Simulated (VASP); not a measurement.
CuCl (Nantokite):

```
Cu Cl
1.0
     0.00000    2.70285    2.70285
     2.70285    0.00000    2.70285
     2.70285    2.70285    0.00000
Cu Cl
1 1
Direct
  0.00000 0.00000 0.00000
  0.25000 0.25000 0.25000
```

- Program: VASP 6.6.1
- Task: relaxation of cell and atoms
- Functional: PBEsol
- Potentials or basis: VASP PAW PBE potentials, release 64 (Cu, Cl)
- Cutoff: 600 eV
- k mesh: 10 × 10 × 10
- Occupations: gaussian, width 0.03 eV
- Spin: no spin polarisation

At the start: pressure -3.2 GPa; volume 19.75 Å³/atom.

**Question.** Where does the relaxation end?

**Answer.** Over 3 steps the energy falls by 12.4 meV/atom and the volume is 18.60 Å³/atom (-5.8 %); space group F-43m (No. 216, to 0.05 Å).

Step by step:
```csv
step,energy change (eV),largest force (eV/Å),pressure (GPa),volume (Å³)
1,0.0000,0.0000,-3.22,39.49
2,-0.0247,0.0000,-0.10,37.27
3,-0.0247,0.0000,-0.04,37.21
```

Final structure:
```xyz
2
Lattice="0.0000 2.6498 2.6498 2.6498 0.0000 2.6498 2.6498 2.6498 0.0000" Properties=species:S:1:pos:R:3 pbc="T T T"
Cu    0.0000    0.0000    0.0000
Cl    1.3249    1.3249    1.3249
```

Caveat: the PAW data sets were made with another functional, which shifts forces and pressure a little.
